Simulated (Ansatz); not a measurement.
BaSnO₃:
```yaml
crystal:
  lattice:
    - [4.17601, 0.00000, 0.00000]
    - [0.00000, 4.17601, 0.00000]
    - [0.00000, 0.00000, 4.17601]
  atoms:
    - { symbol: Sn, position: [0.00000, 0.00000, 0.00000] }
    - { symbol: Ba, position: [0.50000, 0.50000, 0.50000] }
    - { symbol: O, position: [0.50000, 0.00000, 0.00000] }
    - { symbol: O, position: [0.00000, 0.50000, 0.00000] }
    - { symbol: O, position: [0.00000, 0.00000, 0.50000] }
```

Relaxed with PBE.

**Question.** Map the electron localisation function on the plane through (0.000, 0.000, 0.000) spanned by u = [1, 0, 0] and v = [0, 1, 1] in lattice vectors, from the program Ansatz at the PBE level (PAW).

**Answer.** x is the fraction of u, y of v (the angle between them is 90°; rows are the nearest grid lines); atoms in the plane: Sn at (0.00, 0.00), Ba at (0.50, 0.50), O at (0.50, 0.00).
```
|0001225886336885221000|
|0001224887557884221000|
|1122213689999863122211|
|2222112578998752112222|
|2211111246666421111122|
|1110000000000000000111|
|0000000011221100000000|
|0000001356776531000000|
|0000014789999874100000|
|0000269999889999620000|
|0000489985225899840000|
|0001599961001699951000|
|0001599961001699951000|
|0000489985225899840000|
|0000269999889999620000|
|0000014789999874100000|
|0000001356776531000000|
|0000000011221100000000|
|1110000000000000000111|
|2211111246666421111122|
|2222112578998752112222|
|1122213689999863122211|
|0001224887557884221000|
|0001225886336885221000|
```
Scale: ten equal steps from 0.000 (start of '0') to 0.881 (end of '9'), in the order '0123456789'; x runs from 0.000 to 1.00, y from 0.000 (bottom) to 1.00 (top).

The density is the valence pseudo-density with augmentation charge, so density and ELF within about 1 Å of a nucleus are not all-electron values.

Space group Pm-3m (cubic perovskite). Symmetry was held in the PBE relaxation. At this level the phase is dynamically unstable (imaginary phonons). Spin–orbit coupling is left out wherever it is not named.

Potentials: the later of the program's two PAW sets.
